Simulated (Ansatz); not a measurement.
## A convergence test on Te2Mo (2H monolayer): k mesh of the density

How far can the k mesh of the density be lowered for the gap of Te2Mo (2H monolayer)?

Method: DFT, PBE, plane waves, PAW, in Ansatz 0.2.0.

Most raw output is cut from this account.

## (1) Starting point

The cell holds 3 atoms: 1 Mo and 2 Te. Its edges and angles: a = 3.555 Å, b = 3.555 Å, c = 31.534 Å, α = 90.0°, β = 90.0°, γ = 120.0°. Vacuum lies along c.

The structure was relaxed with PBE. The runs that relaxed it are not among those shown. Spin-orbit coupling is left out unless a step names it. The default PAW set here is soft_2. Its files were made with PBE. The Coulomb interaction is cut off across the vacuum.

## (2) k mesh of the density: 3×3×1

Input file input.yaml:

```yaml
crystal:
  lattice:
    - [3.5550790444, 0.0, 0.0]
    - [-1.7775395222, 3.0787887649, 0.0]
    - [0.0, 0.0, 31.5341825584]
  atoms:
    - { symbol: Mo, position: [0.3333333333, 0.6666666667, 0.2854045759] }
    - { symbol: Te, position: [0.6666666667, 0.3333333333, 0.3427368186] }
    - { symbol: Te, position: [0.6666666667, 0.3333333333, 0.2280723333] }
  periodic: [true, true, false]
kpoints:
  mp_grid: { grid: [3, 3, 1] }
  band_path:
    path: [[0.0, 0.0, 0.0], [0.5, 0.0, 0.0], [0.3333333333, 0.3333333333, 0.0]]
    npoints: 1
hamiltonian:
  xc: pbe
scf:
  occupations: { method: fixed }
  n_extra_bands: 5
output:
  eigenvalues: true
  forces: true
  stress: true
```

Started as:

```bash
ansatz run input.yaml --threads 2 --pin off --max-ram 92160MiB --backend cuda --events-out ev --progress --plain --runs-dir out --devices 1 --max-vram 13GiB  # rebuilt from the run's record
```

The job ended after 9.8 s (1 × NVIDIA H100 80GB HBM3 (shared by 6 runs) with 2 threads of AMD EPYC 7R13 (Zen 3), shared host; peak memory 1 GiB).

This step gave:

```yaml
gap: 1.030 eV
valence_top_at: K
conduction_bottom_at: K
least_direct_gap: 1.030 eV
```

The gap is direct, at (0.333, 0.333, 0.000).

## (3) k mesh of the density: 6×6×1

Changes to input.yaml since step 2:

```diff
@@ -11,3 +11,3 @@
 kpoints:
-  mp_grid: { grid: [3, 3, 1] }
+  mp_grid: { grid: [6, 6, 1] }
   band_path:
```

Wall time 9.8 s (1 × NVIDIA H100 80GB HBM3 (shared by 6 runs) with 2 threads); peak memory 1 GiB; 3.5 s of CPU time.

This step gave:

- gap: 1.076 eV
- valence top at: K
- conduction bottom at: K
- least direct gap: 1.076 eV

The gap is 1.076 eV, +0.046 eV from the run before at this level.

## (4) k mesh of the density: 12×12×1 (the default)

input.yaml, the sections that differ from step 3:

```yaml
kpoints:
  mp_grid: { grid: [12, 12, 1] }
  band_path:
    path:
      - [0, 0, 0]
      - [0.5, 0, 0]
      - [0.3333333333333, 0.3333333333333, 0]
      - [0, 0, 0]
    npoints: 10
scf:
  occupations: { method: fermi_dirac, width: 0.02 }
  n_extra_bands: 5
output:
  eigenvalues: true
  forces: true
  stress: true
  write_density: true
  write_potential: true
  elf: true
  volumetric_format: npy
# crystal, hamiltonian: as in step 3
```

The job ended after 12 s (1 × NVIDIA H100 80GB HBM3 (shared by 6 runs) with 2 threads; peak memory 1.1 GiB; 4.2 s of CPU time).

This step gave:

- gap: 1.078 eV
- valence top at: K
- conduction bottom at: K
- least direct gap: 1.078 eV

The gap is 1.078 eV, +0.002 eV from the run before at this level.

## (5) The series

Differences are against the last row; a negative gap means that bands overlap, and a run with a band path holds that path's time. Times are wall times on 1 × NVIDIA H100 80GB HBM3 (shared by 6 runs) with 2 threads of AMD EPYC 7R13 (Zen 3), shared host, good to a factor of about two.

```csv
k mesh of the density,gap (eV),direct gap (eV),gap error (eV),energy error (meV/atom),irreducible k,time
3×3×1,1.030,1.030,−0.048,−38.2,3,9.8 s
6×6×1,1.076,1.076,−0.002,+0.6,7,9.8 s
12×12×1,1.078,1.078,+0.000,+0.0,19,12 s
```

## (6) What came out

| Item | Value |
| --- | --- |
| 3×3×1 | 1.030 eV |
| 6×6×1 | 1.076 eV |
| 12×12×1 | 1.078 eV |

**Reading.** The gap holds to 0.02 eV from 6×6×1 on. At 3×3×1 the gap is off by −0.048 eV and the energy by −38 meV/atom. The gap is read over the mesh and added points near the edges, so meshes differ mainly through the density and, for a hybrid, the exchange operator.

[Paths, hosts, dates, memory and timing lines, banners, echoed tables and standing remarks are left out of the program output.]

[Logs are printed without paths, hosts, clocks, repeated set-up lines and the standing remarks that a program may print on its own settings, such as how far it seeks lower states.]

[Runs of the session that timed out or met a known fault of the program may be left out.]

[Cells called generated may have been cut or substituted from an entry of the Crystallography Open Database or the Materials Project.]

[Hosts, paths, dates, database ids (printed as entryN), source tags and the programs' standing remarks are cut or masked in the printed files.]
